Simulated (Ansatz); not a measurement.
Input of an Ansatz 0.2.0 run:

Contents of input:

```
crystal:
  lattice:
    - [2.90050144, 0.0, 0.0]
    - [-1.45025072, 2.51190793, 0.0]
    - [0.0, 0.0, 2.829]
  atoms:
    - { symbol: W, position: [0.01393907, 0.00939972, 0.97668799] }
    - { symbol: C, position: [0.65272759, 0.32393361, 0.52331201] }
hamiltonian:
  xc: { exchange: pbe, correlation: pbe, exx: { coeff: 0.15, omega: 0.2 } }
  pseudopotentials: { kind: paw }
kpoints:
  mp_grid: { grid: [6, 6, 5] }
scf:
  occupations: { method: fermi_dirac, width: 0.05 }
output:
  forces: true
  stress: true
  eigenvalues: true
```

Question: Predict the pressure.

Answer: 7.9 GPa.

Question: Estimate the largest force.

Answer: 2.355 eV/Å.

Question: Estimate the band gap on the k mesh.

Answer: None (metal or under the smearing width).

Forces on the atoms (eV/Å):
```
W   -1.064 -0.886  1.905
C    1.064  0.886 -1.905
```

Caveat: the k mesh is coarse (spacing up to 0.44 Å⁻¹), so the values aren't converged, least of all with exact exchange; the PAW data sets come from PBE, with cores solved anew for the run's functional, which leaves a small shift of forces and pressure; forces of over 1 eV/Å show positions far from the minimum, so gaps and moduli don't describe the material at rest; the thresholds are loose for stress. The run has no spin-orbit coupling, so splittings on W are missing.
